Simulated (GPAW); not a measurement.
# A GW chain in GPAW: BN (P6_3/mmc)

Wanted: ground state, empty states, screening and self-energy for BN (P6_3/mmc).

Main program and level: GPAW 26.7.0; PBE and many-body steps on it, plane waves.

Most raw output is cut from this account.

The database entry behind the starting cell differs from later determinations by our own check (about 0.3 % short, minor phase), so it need not match the best structure at ambient conditions.

### Step 1. The starting structure

The structure is hexagonal, space group P6_3/mmc (No. 194). Conventional cell: a = 2.498 Å, b = 2.498 Å, c = 6.636 Å, α = 90.00°, β = 90.00°, γ = 120.00°. B has 3 N at 1.44 Å nearest. Nearest to N lie 3 B at 1.44 Å. Farther neighbours and most contacts between anions are not listed.

The cell and positions come from the Crystallography Open Database and are kept as given unless a step says otherwise.

### Step 2. Ground state

This step: GPAW 26.7.0; DFT, PBE, plane waves, PAW.

The ground-state density comes first.

The input, run.py:

```python
import json
import numpy as np
from gpaw.mpi import world
from ase import Atoms
from gpaw import GPAW, PW, FermiDirac

atoms = Atoms(['B', 'B', 'N', 'N'],
    cell=[[2.4982400000, 0.0000000000, 0.0000000000],
      [-1.2491200000, 2.1635393048, 0.0000000000],
      [0.0000000000, 0.0000000000, 6.6357000000]],
    scaled_positions=[[0.3333333333, 0.6666666667, 0.2500000000],
      [0.6666666667, 0.3333333333, 0.7500000000],
      [0.3333333333, 0.6666666667, 0.7500000000],
      [0.6666666667, 0.3333333333, 0.2500000000]],
    pbc=(True, True, True))
calc = GPAW(mode=PW(600),
    xc='PBE',
    kpts={'size': (9, 9, 4), 'gamma': True},
    occupations=FermiDirac(0.001),
    nbands=-8,
    convergence={'density': 1e-6, 'bands': -3},
    maxiter=100,
    txt='gs.txt')
atoms.calc = calc
res = {'energy': atoms.get_potential_energy()}
kpts = calc.get_ibz_k_points()
res['kpts'] = kpts
res['eigenvalues'] = [calc.get_eigenvalues(kpt=k) for k in range(len(kpts))]
res['n_electrons'] = calc.get_number_of_electrons()
calc.write('gs.gpw')

if world.rank == 0:
    with open('result.json', 'w') as f:
        json.dump(res, f, default=lambda x: x.tolist())
```

Started as:

```sh
> mpirun -n 8 gpaw python run.py
```

Run time: 3.9 s. Hardware: 8 MPI ranks of AMD EPYC 9R45, shared host; peak memory 1.2 GiB.

Numbers from this step:

```
total energy               : -34.89 eV
gap                        : 4.401 eV
k of the valence top       : 0.3333, 0.3333, 0.5
k of the conduction bottom : 0.4444, 0.4444, 0
least direct gap           : 4.654 eV
```

The gap is indirect, with the least direct gap 0.25 eV higher.

### Step 3. Bands along the symmetry lines

The cheap functional maps the bands first; the places of the edges decide which points the dearer methods must see.

The input, run.py:

```python
import json
import numpy as np
from gpaw.mpi import world
from gpaw import GPAW

path = [[0.000000, 0.000000, 0.000000],
    [0.062500, 0.000000, 0.000000],
    [0.125000, 0.000000, 0.000000],
    [0.187500, 0.000000, 0.000000],
    [0.250000, 0.000000, 0.000000],
    [0.312500, 0.000000, 0.000000],
    [0.375000, 0.000000, 0.000000],
    [0.437500, 0.000000, 0.000000],
    [0.500000, 0.000000, 0.000000],
    [0.479167, 0.041667, 0.000000],
    [0.458333, 0.083333, 0.000000],
    [0.437500, 0.125000, 0.000000],
    [0.416667, 0.166667, 0.000000],
    [0.395833, 0.208333, 0.000000],
    [0.375000, 0.250000, 0.000000],
    [0.354167, 0.291667, 0.000000],
    [0.333333, 0.333333, 0.000000],
    [0.291667, 0.291667, 0.000000],
    [0.250000, 0.250000, 0.000000],
    [0.208333, 0.208333, 0.000000],
    [0.166667, 0.166667, 0.000000],
    [0.125000, 0.125000, 0.000000],
    [0.083333, 0.083333, 0.000000],
    [0.041667, 0.041667, 0.000000],
    [0.000000, 0.000000, 0.000000],
    [0.000000, 0.000000, 0.062500],
    [0.000000, 0.000000, 0.125000],
    [0.000000, 0.000000, 0.187500],
    [0.000000, 0.000000, 0.250000],
    [0.000000, 0.000000, 0.312500],
    [0.000000, 0.000000, 0.375000],
    [0.000000, 0.000000, 0.437500],
    [0.000000, 0.000000, 0.500000],
    [0.062500, 0.000000, 0.500000],
    [0.125000, 0.000000, 0.500000],
    [0.187500, 0.000000, 0.500000],
    [0.250000, 0.000000, 0.500000],
    [0.312500, 0.000000, 0.500000],
    [0.375000, 0.000000, 0.500000],
    [0.437500, 0.000000, 0.500000],
    [0.500000, 0.000000, 0.500000],
    [0.479167, 0.041667, 0.500000],
    [0.458333, 0.083333, 0.500000],
    [0.437500, 0.125000, 0.500000],
    [0.416667, 0.166667, 0.500000],
    [0.395833, 0.208333, 0.500000],
    [0.375000, 0.250000, 0.500000],
    [0.354167, 0.291667, 0.500000],
    [0.333333, 0.333333, 0.500000],
    [0.291667, 0.291667, 0.500000],
    [0.250000, 0.250000, 0.500000],
    [0.208333, 0.208333, 0.500000],
    [0.166667, 0.166667, 0.500000],
    [0.125000, 0.125000, 0.500000],
    [0.083333, 0.083333, 0.500000],
    [0.041667, 0.041667, 0.500000],
    [0.000000, 0.000000, 0.500000],
    [0.500000, 0.000000, 0.500000],
    [0.500000, 0.000000, 0.437500],
    [0.500000, 0.000000, 0.375000],
    [0.500000, 0.000000, 0.312500],
    [0.500000, 0.000000, 0.250000],
    [0.500000, 0.000000, 0.187500],
    [0.500000, 0.000000, 0.125000],
    [0.500000, 0.000000, 0.062500],
    [0.500000, 0.000000, 0.000000],
    [0.333333, 0.333333, 0.500000],
    [0.333333, 0.333333, 0.437500],
    [0.333333, 0.333333, 0.375000],
    [0.333333, 0.333333, 0.312500],
    [0.333333, 0.333333, 0.250000],
    [0.333333, 0.333333, 0.187500],
    [0.333333, 0.333333, 0.125000],
    [0.333333, 0.333333, 0.062500],
    [0.333333, 0.333333, 0.000000]]
calc = GPAW('gs.gpw').fixed_density(kpts=path,
    symmetry='off',
    nbands=18,
    convergence={'bands': 14},
    txt='bands.txt')
res = {}
kpts = calc.get_ibz_k_points()
res['kpts'] = kpts
res['eigenvalues'] = [calc.get_eigenvalues(kpt=k) for k in range(len(kpts))]
res['n_electrons'] = calc.get_number_of_electrons()

if world.rank == 0:
    with open('result.json', 'w') as f:
        json.dump(res, f, default=lambda x: x.tolist())
```

Started as:

```sh
> mpirun -n 8 gpaw python run.py
```

It took 4.1 s on 8 MPI ranks; peak memory 1.3 GiB.

Numbers from this step:

```
gap                        : 4.256 eV
k of the valence top       : 0.3542, 0.2917, 0
k of the conduction bottom : 0.5, 0, 0
least direct gap           : 4.654 eV
```

The gap is 4.256 eV, −0.144 eV from the run before at this level.

Electronic bands along the path, in eV, zero at the top of the highest filled band; v1 is the highest filled band, c1 the lowest empty one:

| point | v4 | v3 | v2 | v1 | c1 | c2 | c3 | c4 |
| --- | --- | --- | --- | --- | --- | --- | --- | --- |
| Γ | -1.34 | -1.34 | -1.30 | -1.30 | 5.23 | 10.33 | 11.59 | 11.59 |
| halfway | -4.64 | -2.98 | -2.92 | -2.70 | 7.08 | 8.82 | 9.35 | 10.62 |
| M | -4.18 | -4.11 | -1.48 | -0.46 | 4.26 | 5.63 | 9.57 | 10.00 |
| halfway | -5.54 | -5.47 | -1.04 | -0.20 | 4.50 | 5.46 | 11.28 | 12.06 |
| K | -7.18 | -7.18 | -0.10 | -0.10 | 4.85 | 4.85 | 10.77 | 13.27 |
| halfway | -4.11 | -3.96 | -3.90 | -2.25 | 7.76 | 8.43 | 8.46 | 12.26 |
| Γ | -1.34 | -1.34 | -1.30 | -1.30 | 5.23 | 10.33 | 11.59 | 11.59 |
| halfway | -1.34 | -1.34 | -1.31 | -1.31 | 5.94 | 9.43 | 11.61 | 11.61 |
| A | -1.32 | -1.32 | -1.32 | -1.32 | 7.62 | 7.62 | 11.66 | 11.66 |
| halfway | -3.75 | -3.75 | -2.96 | -2.96 | 8.21 | 8.21 | 10.34 | 10.34 |
| L | -4.14 | -4.14 | -0.95 | -0.95 | 4.72 | 4.72 | 9.96 | 9.96 |
| halfway | -5.50 | -5.50 | -0.57 | -0.57 | 4.78 | 4.78 | 11.97 | 11.97 |
| H | -7.19 | -7.19 | -0.03 | -0.03 | 4.63 | 4.63 | 12.01 | 12.01 |
| halfway | -3.94 | -3.94 | -3.25 | -3.25 | 7.99 | 7.99 | 10.88 | 10.88 |
| A | -1.32 | -1.32 | -1.32 | -1.32 | 7.62 | 7.62 | 11.66 | 11.66 |
| jump to L | -4.14 | -4.14 | -0.95 | -0.95 | 4.72 | 4.72 | 9.96 | 9.96 |
| halfway | -4.17 | -4.12 | -1.32 | -0.59 | 4.35 | 5.32 | 9.74 | 10.01 |
| M | -4.18 | -4.11 | -1.48 | -0.46 | 4.26 | 5.63 | 9.57 | 10.00 |
| jump to H | -7.19 | -7.19 | -0.03 | -0.03 | 4.63 | 4.63 | 12.01 | 12.01 |
| halfway | -7.19 | -7.19 | -0.07 | -0.07 | 4.74 | 4.74 | 11.10 | 13.28 |
| K | -7.18 | -7.18 | -0.10 | -0.10 | 4.85 | 4.85 | 10.77 | 13.27 |

### Step 4. Empty states on the mesh, 6×6×4 mesh, 159 bands

The sums over transitions need many empty states on a uniform mesh; this step solves for them.

The input, run.py:

```python
import json
import numpy as np
from gpaw.mpi import world
from gpaw import GPAW

calc = GPAW('gs.gpw').fixed_density(kpts={'size': (6, 6, 4), 'gamma': True},
    parallel={'domain': 1, 'band': 1},
    txt='nscf.txt')
calc.diagonalize_full_hamiltonian(nbands=159)
calc.write('full.gpw', mode='all')
res = {}
kpts = calc.get_ibz_k_points()
res['kpts'] = kpts
res['eigenvalues'] = [calc.get_eigenvalues(kpt=k) for k in range(len(kpts))]
res['n_electrons'] = calc.get_number_of_electrons()

if world.rank == 0:
    with open('result.json', 'w') as f:
        json.dump(res, f, default=lambda x: x.tolist())
```

Started as:

```sh
> mpirun -n 8 gpaw python run.py
```

Run time: 5.4 s. Hardware: 8 MPI ranks; peak memory 2.2 GiB; 41 s of CPU time.

Numbers from this step:

```yaml
gap: 4.281 eV
k_of_the_valence_top: 0.3333, 0.3333, 0.5
k_of_the_conduction_bottom: 0.5, 0.5, 0
least_direct_gap: 4.654 eV
k_points_computed: 24
lowest_point_of_the_top_converged_band_above_the_valence_top: 135.9289 eV
```

On this mesh the gap is 4.281 eV.

### Step 5. Screening and self-energy, 6×6×4 mesh, 149 bands, screening to 150 eV

G0W0 replaces the xc potential by the self-energy, built once from these orbitals. Only a window of levels is corrected, while the sums run over the empty bands that the input names.

This step: G0W0 on PBE, plane waves, PAW.

The input, run.py:

```python
import json
import numpy as np
from gpaw.mpi import world
from gpaw.response.g0w0 import G0W0

gw = G0W0('full.gpw',
    filename='gw',
    kpts=[0, 16, 21],
    bands=(6, 10),
    ecut=150,
    nbands=149,
    integrate_gamma='WS',
    ppa=True)
gw.calculate()
res = {mode: {k: v for k, v in r.items() if k != 'sigma_eskwn'}
       for mode, r in gw.all_results.items()}

if world.rank == 0:
    with open('result.json', 'w') as f:
        json.dump(res, f, default=lambda x: x.tolist())
```

Started as:

```sh
> mpirun -n 8 gpaw python run.py
```

Elapsed: 47 s, on 8 MPI ranks; peak memory 2.3 GiB; 6.2 min of CPU time.

This step gave:

| Property | Result |
| --- | --- |
| G0W0 gap on the points computed | 5.873 eV |
| least direct G0W0 gap on the computed points | 6.369 eV |
| Z at the valence top | 0.8059 |
| Z at the conduction bottom | 0.8398 |
| starting gap on the mesh | 4.281 eV |
| k of the valence top | 0.3333, 0.3333, 0.5 |
| k of the conduction bottom | 0.5, 0.5, 0 |

The gap on the mesh goes from 4.28 eV to 5.87 eV, a correction of +1.59 eV. The start differs from the 4.40 eV found before because the two sample other k points.

Limits: finite bands, cutoff and mesh; coarse k mesh. v1 is the top filled band, c1 the lowest empty one. Levels before and after the correction, in eV, zero at the valence-band top of each column:

|  | conduction bottom | valence top |
| --- | --- | --- |
| Kohn-Sham | 4.28 | 0.00 |
| G0W0 | 5.87 | 0.00 |

|  | level | energy (eV) |
| --- | --- | --- |
| Kohn-Sham | (0.333 0.333 0.5) v2-v1 | 0.000 |
| Kohn-Sham | (0.333 0.333 0.5) c1-c2 | 4.654 |
| Kohn-Sham | (0.5 0.5 0) v2 | -1.452 |
| Kohn-Sham | (0.5 0.5 0) v1 | -0.437 |
| Kohn-Sham | (0.5 0.5 0) c1 | 4.281 |
| Kohn-Sham | (0.5 0.5 0) c2 | 5.659 |
| G0W0 | (0.333 0.333 0.5) v2-v1 | 0.000 |
| G0W0 | (0.333 0.333 0.5) c1-c2 | 6.394 |
| G0W0 | (0.5 0.5 0) v2 | -1.692 |
| G0W0 | (0.5 0.5 0) v1 | -0.495 |
| G0W0 | (0.5 0.5 0) c1 | 5.873 |
| G0W0 | (0.5 0.5 0) c2 | 7.567 |

### Step 6. Where the time went

Times are wall times on 8 MPI ranks of AMD EPYC 9R45, shared host, good to a factor of about two.

| step | time | share | memory (GiB) |
| --- | --- | --- | --- |
| ground state | 3.9 s | 7 % | 1.2 |
| bands along the symmetry lines | 4.1 s | 7 % | 1.3 |
| empty states on the mesh | 5.4 s | 9 % | 2.2 |
| screening and self-energy | 47 s | 78 % | 2.3 |

### Step 7. Results

| Property | Result |
| --- | --- |
| PBE gap | 4.26 eV, indirect |
| G0W0 gap on the mesh | 5.87 eV |
| G0W0 gap over the zone (rigid shift) | 5.85 eV |
| GW settings | 6×6×4 mesh, 149 bands, screening to 150 eV, Godby-Needs plasmon pole |
| known limits | not at the basis limit; coarse k mesh |

G0W0 moves the gap on the mesh from 4.28 eV to 5.87 eV (+1.59 eV), with Z of 0.81 and 0.84 at the edges. The mesh misses the band edges by 0.03 eV in all; a rigid shift gives 5.85 eV for the zone. Only 3 of the mesh's irreducible points were corrected, so a valley elsewhere could overtake. The dearest step here is «screening and self-energy». Bands and cutoff are finite, so the gap is not at the basis limit. The miss can reach some tenths of an eV and take either sign; the mesh is an error of its own. These stock PAW sets were not made for GW. In the G0W0 run levels were corrected at 3 k points alone, so a gap called «on the mesh» is the least over those, and an edge elsewhere would be missed. The 6×6×4 mesh is coarse for this cell, which bears on the long-range parts of exchange and screening.

[Paths, hosts, dates, memory and timing lines, banners, echoed tables and standing remarks are left out of the program output.]

[Logs are printed without paths, hosts, clocks, repeated set-up lines and the standing remarks that a program may print on its own settings, such as how far it seeks lower states.]

[Runs of the session that timed out or met a known fault of the program may be left out.]

[Hosts, paths, dates, database ids (printed as entryN), source tags and the programs' standing remarks are cut or masked in the printed files.]
